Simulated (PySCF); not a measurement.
**Structure from NMR data**

Molecular formula: C₃H₆O₂. Simulated spectra:

¹H NMR (500 MHz, computed): δ 5.63 (br s, 1H), 2.22 (q, J = 8.5 Hz, 2H), 1.07 (t, J = 8.5 Hz, 3H).

¹³C{¹H} NMR (computed): δ 177.6, 26.8, 9.6.

PySCF 2.14 calculation with J: B3LYP/pcJ-1 (without the spin–dipole term), PBE0-D3(BJ)/def2-SVP structure and σ from GIAO-PBE0/pcSseg-1; in vacuum, non-relativistic, fast rotation and ring inversion assumed for equivalent nuclei, a single conformation.

Referencing at the same level of theory: TMS for ¹H, ¹³C.

Task: What is the structure?

Result: 
1. Rings plus π bonds: 1 (no ring in the answer).
2. 3 carbon signals for 3 carbons: no two carbons are equivalent.
3. Carbon types of the structure: 1 × C, 1 × CH2, 1 × CH3, leaving 1 H on heteroatoms.
4. δC 177.6: carboxylic acid carbon; it is a carbonyl in resonance with an O or N lone pair, the region of acids, esters and amides.
5. δC 26.8: sp3 CH2 α to a carbonyl; the adjacent C=O deshields it moderately.
6. δC 9.6: methyl carbon; a saturated carbon with 1 carbon neighbour and no heteroatom attached.
7. δH 5.63: hydrogen on an acid hydroxyl oxygen; labile proton, position sensitive to the medium.
8. δH 2.22: hydrogen on an sp3 CH2 α to a carbonyl; α to C=O.
9. δH 1.07: hydrogen on a methyl carbon.
10. The protons at 1.07 and 2.22 share a coupling of 8.5 Hz (vicinal).

The compound is Propanoic Acid (CCC(=O)O).

This is the structure that produced the data.

Exchangeable OH/NH protons stand at their gas-phase positions; hydrogen bonding in a real sample shifts them, mostly to higher δ. Splittings below 1 Hz are ignored in the labels, and close J values are merged. Unscaled 3J(H,H) at this level run about 9 % above measured values. Shifts are as computed. Against solution values, carbons near 30 ppm lie about +2 ppm off and those near 130 ppm about +4 ppm. Of 246 compounds with measured shifts, 49 miss one by over three times the rms of a fit or turn the order of signals round; such compounds aren't used in these exercises. The C=O carbon of an acid or of an amide with N–H lies up to 10 ppm further downfield in solution, through hydrogen bonding that the calculation lacks.
